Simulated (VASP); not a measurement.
Output of a VASP run:

### OUTCAR
```
 ion  position               nearest neighbor table
   1  0.333  0.667  0.000-   4 1.62   4 1.62   4 1.62   3 1.62
   2  0.667  0.333  0.500-   3 1.62   3 1.62   3 1.62   4 1.62
   3  0.333  0.667  0.375-   2 1.62   2 1.62   2 1.62   1 1.62
   4  0.667  0.333  0.875-   1 1.62   1 1.62   1 1.62   2 1.62
  LATTYP: Found a hexagonal cell.
 ALAT       =     2.6454600000
 C/A-ratio  =     1.6331904470
 Subroutine PRICEL returns:
 Original cell was already a primitive cell.
 Subroutine GETGRP returns: Found 12 space group operations
The static configuration has the point symmetry C_3v.
 The point group associated with its full space group is C_6v.
The dynamic configuration has the point symmetry C_3v.
 Subroutine INISYM returns: Found 12 space group operations
 Subroutine IBZKPT returns following result:
 Found     56 irreducible k-points:

 Following reciprocal coordinates:
            Coordinates               Weight
  0.000000  0.000000  0.000000      1.000000
  0.100000  0.000000  0.000000      6.000000
  0.200000  0.000000  0.000000      6.000000
  0.300000 -0.000000  0.000000      6.000000
  0.400000 -0.000000  0.000000      6.000000
  0.500000  0.000000  0.000000      3.000000
  0.100000  0.100000  0.000000      6.000000
  0.200000  0.100000  0.000000     12.000000
  0.300000  0.100000  0.000000     12.000000
  0.400000  0.100000  0.000000     12.000000
  0.200000  0.200000  0.000000      6.000000
  0.300000  0.200000  0.000000     12.000000
  0.400000  0.200000  0.000000      6.000000
  0.300000  0.300000  0.000000      6.000000
  0.000000  0.000000  0.166667      2.000000
  0.100000  0.000000  0.166667     12.000000
  0.200000  0.000000  0.166667     12.000000
  0.300000 -0.000000  0.166667     12.000000
  0.400000 -0.000000  0.166667     12.000000
  0.500000  0.000000  0.166667      6.000000
  0.100000  0.100000  0.166667     12.000000
  0.200000  0.100000  0.166667     24.000000
  0.300000  0.100000  0.166667     24.000000
  0.400000  0.100000  0.166667     24.000000
  0.200000  0.200000  0.166667     12.000000
  0.300000  0.200000  0.166667     24.000000
  0.400000  0.200000  0.166667     12.000000
  0.300000  0.300000  0.166667     12.000000
  0.000000  0.000000  0.333333      2.000000
  0.100000  0.000000  0.333333     12.000000
  0.200000  0.000000  0.333333     12.000000
  0.300000 -0.000000  0.333333     12.000000
  0.400000 -0.000000  0.333333     12.000000
  0.500000  0.000000  0.333333      6.000000
  0.100000  0.100000  0.333333     12.000000
  0.200000  0.100000  0.333333     24.000000
  0.300000  0.100000  0.333333     24.000000
  0.400000  0.100000  0.333333     24.000000
  0.200000  0.200000  0.333333     12.000000
  0.300000  0.200000  0.333333     24.000000
   k-points           NKPTS =     56   k-points in BZ     NKDIM =     56   number of bands    NBANDS=     12
   number of dos      NEDOS =    301   number of ions     NIONS =      4
   total plane-waves  NPLWV =  12800
   dimension x,y,z NGX =    20 NGY =   20 NGZ =   32
   dimension x,y,z NGXF=    40 NGYF=   40 NGZF=   64
   ions per type =               2   2
   PREC   = accura    normal or accurate (medium, high low for compatibility)
   ISTART =      0    job   : 0-new  1-cont  2-samecut
   ICHARG =      2    charge: 1-file 2-atom 10-const
   ISPIN  =      1    spin polarized calculation?
   LNONCOLLINEAR =      F non collinear calculations
   LSORBIT =      F    spin-orbit coupling
   INIWAV =      1    electr: 0-lowe 1-rand  2-diag
   ENCUT  =  520.0 eV  38.22 Ry    6.18 a.u.   4.92  4.92  8.03*2*pi/ulx,y,z
   NELM   =    100;   NELMIN=  2; NELMDL= -5     # of ELM steps
   EDIFF  = 0.1E-05   stopping-criterion for ELM
   LREAL  =      F    real-space projection
   NLSPLINE    = F    spline interpolate recip. space projectors
   LMAXMIX     =    2 max onsite mixed and CHGCAR
   VOSKOWN=      0    Vosko Wilk Nusair interpolation
...
```

File OSZICAR:
```
...
DAV:   2    -0.284506752785E+02    0.90405E+00   -0.33458E+00  1460   0.181E+01    0.874E-01
DAV:   3    -0.284480441799E+02    0.26311E-02   -0.10227E-01  1520   0.319E+00    0.346E-01
DAV:   4    -0.284439937991E+02    0.40504E-02   -0.57863E-03  1668   0.840E-01    0.137E-01
DAV:   5    -0.284437391491E+02    0.25465E-03   -0.10800E-03  1644   0.308E-01    0.223E-02
DAV:   6    -0.284437480639E+02   -0.89148E-05   -0.24043E-05  1556   0.550E-02    0.829E-03
DAV:   7    -0.284437472830E+02    0.78087E-06   -0.19175E-06  1308   0.123E-02
   2 F= -.28443747E+02 E0= -.28443747E+02  d E =-.819736E-01
       N       E                     dE             d eps       ncg     rms          rms(c)
DAV:   1    -0.285300648396E+02   -0.86317E-01   -0.13180E+00  1484   0.129E+01    0.200E+00
DAV:   2    -0.284580729761E+02    0.71992E-01   -0.24968E-01  1484   0.498E+00    0.288E-01
DAV:   3    -0.284577373658E+02    0.33561E-03   -0.89631E-03  1528   0.933E-01    0.108E-01
DAV:   4    -0.284574330832E+02    0.30428E-03   -0.51290E-04  1668   0.245E-01    0.429E-02
DAV:   5    -0.284574160728E+02    0.17010E-04   -0.95532E-05  1652   0.914E-02    0.659E-03
DAV:   6    -0.284574168626E+02   -0.78980E-06   -0.18707E-06  1420   0.155E-02
   3 F= -.28457417E+02 E0= -.28457417E+02  d E =-.956432E-01
       N       E                     dE             d eps       ncg     rms          rms(c)
DAV:   1    -0.284575749220E+02   -0.15885E-03   -0.33376E-03  1492   0.648E-01    0.102E-01
DAV:   2    -0.284573866385E+02    0.18828E-03   -0.65039E-04  1508   0.254E-01    0.143E-02
DAV:   3    -0.284573871990E+02   -0.56044E-06   -0.22689E-05  1536   0.471E-02    0.536E-03
DAV:   4    -0.284573859308E+02    0.12682E-05   -0.12345E-06  1088   0.123E-02    0.208E-03
DAV:   5    -0.284573856491E+02    0.28172E-06   -0.20249E-07   764   0.485E-03
   4 F= -.28457386E+02 E0= -.28457386E+02  d E =-.956120E-01
       N       E                     dE             d eps       ncg     rms          rms(c)
DAV:   1    -0.284579279991E+02   -0.54207E-03   -0.45584E-02  1344   0.218E+00    0.939E-02
DAV:   2    -0.284578345161E+02    0.93483E-04   -0.42155E-04  1764   0.219E-01    0.546E-02
DAV:   3    -0.284577657345E+02    0.68782E-04   -0.83616E-05  1696   0.976E-02    0.499E-03
DAV:   4    -0.284577654709E+02    0.26362E-06   -0.43880E-06  1560   0.214E-02
   5 F= -.28457765E+02 E0= -.28457765E+02  d E =-.379822E-03
       N       E                     dE             d eps       ncg     rms          rms(c)
DAV:   1    -0.284578667148E+02   -0.10098E-03   -0.13459E-02  1344   0.118E+00    0.506E-02
DAV:   2    -0.284578393612E+02    0.27354E-04   -0.12635E-04  1764   0.120E-01    0.294E-02
DAV:   3    -0.284578190350E+02    0.20326E-04   -0.24776E-05  1704   0.531E-02    0.288E-03
DAV:   4    -0.284578188795E+02    0.15541E-06   -0.12195E-06  1012   0.116E-02
   6 F= -.28457819E+02 E0= -.28457819E+02  d E =-.433230E-03
       N       E                     dE             d eps       ncg     rms          rms(c)
DAV:   1    -0.284581377372E+02   -0.31870E-03   -0.52703E-03  1492   0.812E-01    0.127E-01
DAV:   2    -0.284578532446E+02    0.28449E-03   -0.10076E-03  1492   0.317E-01    0.178E-02
DAV:   3    -0.284578504169E+02    0.28278E-05   -0.35325E-05  1536   0.586E-02    0.666E-03
DAV:   4    -0.284578497432E+02    0.67362E-06   -0.19389E-06  1184   0.154E-02
   7 F= -.28457850E+02 E0= -.28457850E+02  d E =-.308637E-04
```

**OUTCAR**
```
------------------------ aborting loop because EDIFF is reached ----------------------------------------
  FORCE on cell =-STRESS in cart. coord.  units (eV):
  Direction    XX          YY          ZZ          XY          YZ          ZX
  --------------------------------------------------------------------------------------
  Total        0.0093860      0.0093860      0.0082334      0.0000000     -0.0000000      0.0000000
  in kB        0.5356370      0.5356372      0.4698581      0.0000000     -0.0000000      0.0000000
  external PRESSURE =       0.5137108 kB  Pullay stress =       0.0000000 kB
  volume of cell :       28.08
      direct lattice vectors                 reciprocal lattice vectors
     2.712497916  0.000000000 -0.000000000     0.368663878  0.212848147  0.000000000
    -1.356248958  2.349092572  0.000000000     0.000000000  0.425696293  0.000000000
    -0.000000000 -0.000000000  4.406081321     0.000000000 -0.000000000  0.226959043
 POSITION                                       TOTAL-FORCE (eV/Angst)
 -----------------------------------------------------------------------------------
     -0.00000      1.56606      4.39996         0.000000      0.000000     -0.000398
      1.35625      0.78303      2.19692         0.000000      0.000000     -0.000398
     -0.00000      1.56606      1.65840         0.000000      0.000000      0.000398
      1.35625      0.78303      3.86144        -0.000000     -0.000000      0.000398
 -----------------------------------------------------------------------------------
    total drift:                               -0.001379      0.000796      0.000934
  FREE ENERGIE OF THE ION-ELECTRON SYSTEM (eV)
  ---------------------------------------------------
  free  energy   TOTEN  =       -28.4578497432 eV

  energy  without entropy=      -28.4578497432  energy(sigma->0) =      -28.45784974

 reached required accuracy - stopping structural energy minimisation
```
(Selected blocks of OUTCAR.)

**POSCAR**
```
BeO
1
    2.6454600000     0.0000000000     0.0000000000
   -1.3227300000     2.2910360000     0.0000000000
    0.0000000000     0.0000000000     4.3205400000
Be O
2 2
Direct
  0.3333330000   0.6666670000   0.0000000000
  0.6666670000   0.3333330000   0.5000000000
  0.3333330000   0.6666670000   0.3750000000
  0.6666670000   0.3333330000   0.8750000000
```

Task: Write an INCAR and KPOINTS that could have produced this output.

Result: This is not unique; one that fits is the input of the run itself, PBE GGA, plane waves, VASP's PBE PAW potentials (set 64).

File KPOINTS:
```
Automatic mesh
0
Gamma
10 10 6
0 0 0
```

INCAR:
```
# general
SYSTEM = BeO
PREC   = Accurate
ENCUT  = 520
LREAL  = .False.
LASPH  = .True.

# electronic loop
EDIFF  = 1E-6
NELM   = 100
ALGO   = Normal

# smearing
ISMEAR = 0
SIGMA  = 0.05

# functional
GGA    = PE

# ions
IBRION = 2
NSW    = 60
ISIF   = 3
EDIFFG = -0.01

# output
LWAVE  = .False.
LCHARG = .False.
```

POTCAR, in this order: Be O (PBE.64 set). Program: vasp_std.

Energy and stress use the plane-wave basis of the starting cell.

The structure was generated: BeO was put into the wurtzite type (P6_3mc), which need not be its known phase. This run relaxes it. Symmetry was kept, so distortions that lower it aren't found.
